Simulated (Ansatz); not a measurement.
# TePb: pressure up to the limit of the methods

An exercise on one series of results from a longer session: the logs are not shown, and one member is left open.

Method: DFT, PBEsol, PAW with Ansatz's default frozen-core files, scalar-relativistic, in Ansatz 0.2.0.

## The system as given

It takes space group Pm-3m (No. 221, cubic). Conventional cell: a = 4.002 Å, b = 4.002 Å, c = 4.002 Å, α = 90.00°, β = 90.00°, γ = 90.00°. Around Te (site symmetry m-3m) lie 8 Pb at 3.47 Å. Pb (site symmetry m-3m) has 8 Te at 3.47 Å as nearest neighbours.

Coordinates:

```
CELL_PARAMETERS angstrom
4.00229 0.00000 0.00000
0.00000 4.00229 0.00000
0.00000 0.00000 4.00229
ATOMIC_POSITIONS crystal
Te 0.50000 0.50000 0.50000
Pb 0.00000 0.00000 0.00000
```

Whether this phase is the stable one at these pressures isn't tested.

Atoms are numbered in the order of the input: Te1, Pb2.

Set-up of the first run:

File input.yaml:

```yaml
crystal:
  lattice:
    - [4.002287, 0.0, 0.0]
    - [0.0, 4.002287, 0.0]
    - [0.0, 0.0, 4.002287]
  atoms:
    - { symbol: Te, position: [0.5, 0.5, 0.5] }
    - { symbol: Pb, position: [0.0, 0.0, 0.0] }
kpoints:
  mp_grid: { grid: [9, 9, 9] }
scf:
  occupations: { method: fermi_dirac, width: 0.05 }
hamiltonian:
  xc: pbesol
  pseudopotentials: { kind: paw }
output:
  forces: true
  stress: true
  write_density: true
  write_potential: true
  elf: true
  volumetric_format: npy
relax:
  f_tol: 0.01
  max_steps: 30
```

The run is started by

```console
$ ansatz run input.yaml --threads 1 --pin off --max-ram 2048MiB --backend cpu --events-out ev --progress --plain --runs-dir out
```

Steps of the session up to this table: Atoms relaxed at the given volume, PAW; Volume scaled by 1, PAW; Atoms relaxed at 0.9 of the volume, PAW; Volume scaled by 0.9, PAW; Atoms relaxed at 0.6 of the volume, PAW; Volume scaled by 0.6, PAW; Atoms relaxed at 0.45 of the volume, PAW; Volume scaled by 0.45, PAW.

One of the session's tables, all rows but one given; the rest of the session is left out.

| method | volume over the first | volume (Å³/atom) | pressure (GPa) |
| --- | --- | --- | --- |
| PAW | 1 | 32.055 | -2.93 |
| PAW | 0.9 | 28.849 | 2.03 |
| PAW | 0.6 | 19.233 | 57.99 |
| PAW | 0.45 | ? | ? |

Estimate the missing values for PAW, 0.45.

As computed: volume (Å³/atom): 14.425; pressure (GPa): 195.10. In the column «volume (Å³/atom)» it is the lowest.

To keep in mind: Warnings in the runs' records: stress scf threshold loose.
